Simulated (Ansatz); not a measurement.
## A strain series on Si (diamond): epitaxial in the xy plane

Si in the diamond structure, relaxed with r2SCAN in Ansatz 0.2.0, then strained (epitaxial in the xy plane; changes of length per length, axes as in the cell below) with the atoms relaxed again within the symmetry that is left. Space group Fd-3m (No. 227), cubic; conventional cell a = 5.444 Å, 20.17 Å³ an atom. Around Si lie 4 Si at 2.36 Å. Calculated for a static, non-magnetic cell.

```
CELL_PARAMETERS angstrom
0.00000 2.72212 2.72212
2.72212 0.00000 2.72212
2.72212 2.72212 0.00000
ATOMIC_POSITIONS crystal
Si 0.00000 0.00000 0.00000
Si 0.25000 0.25000 0.25000
```

Gaps are the least over each mesh (PBE 8×8×8, r2SCAN 8×8×8, HSE06 6×6×6 when unstrained) and the special points, which keep their unstrained names; stress is the change from the unstrained cell, compression positive.

| strain (%) | free normal strain (%) | gap, PBE (eV) | gap, r2SCAN (eV) | gap, HSE06 (eV) | edges, HSE06 | in-plane stress, r2SCAN (GPa) | energy rise, r2SCAN (meV/atom) |
| --- | --- | --- | --- | --- | --- | --- | --- |
| -4.0 | +2.92 | 0.097 | 0.264 | 0.638 | Γ → Γ–X (0.84) | +8.32 | 40.0 |
| -3.0 | +2.19 | 0.224 | 0.396 | 0.771 | Γ → Γ–X (0.84) | +6.06 | 22.1 |
| -2.5 | +1.81 | 0.287 | 0.461 | 0.836 | Γ → Γ–X (0.84) | +4.99 | 15.2 |
| -1.0 | +0.71 | 0.468 | 0.649 | 1.024 | Γ → Γ–X (0.84) | +1.92 | 2.4 |
| 0.0 | 0.00 | 0.592 | 0.778 | 1.154 | Γ → Γ–X (0.80) | 0.00 | 0.0 |
| +0.5 | -0.34 | 0.506 | 0.687 | 1.062 | Γ → Γ–X (0.84) | -0.92 | 0.6 |
| +1.0 | -0.73 | 0.425 | 0.599 | 0.976 | Γ → Γ–X (0.83) | -1.79 | 2.3 |
| +2.0 | -1.47 | 0.271 | 0.432 | 0.811 | Γ → Γ–X (0.83) | -3.47 | 8.9 |
| +3.0 | -2.21 | 0.120 | 0.270 | 0.650 | Γ → Γ–X (0.82) | -5.05 | 19.7 |
| +4.0 | -2.96 | – | 0.112 | 0.492 | Γ → Γ–X (0.82) | -6.52 | 34.4 |

Between zero and the nearest strains the slope of the HSE06 gap against strain is +0.129 eV per percent for negative and -0.182 for positive strain; it falls either way, as happens when edge states split or other valleys take over.

Where an edge lies off the special points, it is a point of the mesh or the k point where a search put PBE's edge or least direct gap, reused for the other functionals, whose own edges may lie a little apart.

The meshes of the hybrids are coarse, so their gaps aren't converged to the digits shown.
